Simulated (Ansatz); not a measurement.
CaF₂:
```
CaF2
1.0
    0.00000     2.71015     2.71015
    2.71015     0.00000     2.71015
    2.71015     2.71015     0.00000
Ca F
1 2
Direct
  0.00000   0.00000   0.00000
  0.75000   0.75000   0.75000
  0.25000   0.25000   0.25000
```

Relaxed with PBEsol.

Question: Decompose the optical modes at the zone centre into irreducible representations, and say which are infrared and Raman allowed.

Answer: Point group m-3m: Γ_opt = T1u + T2g. Infrared: T1u. Raman: T2g.

Question: Assign frequencies (DFPT, the program Ansatz at the PBEsol level (PAW); without the LO–TO term).

Answer: T1u 249, T2g 319 cm⁻¹.

Space group Fm-3m (fluorite). The cell was relaxed with PBEsol under the symmetry of its start.

Potentials: the earlier of the program's two PAW sets. The files were generated under PBE; for other functionals the program regenerates the frozen cores, and for LDA and PBEsol the local potential too.
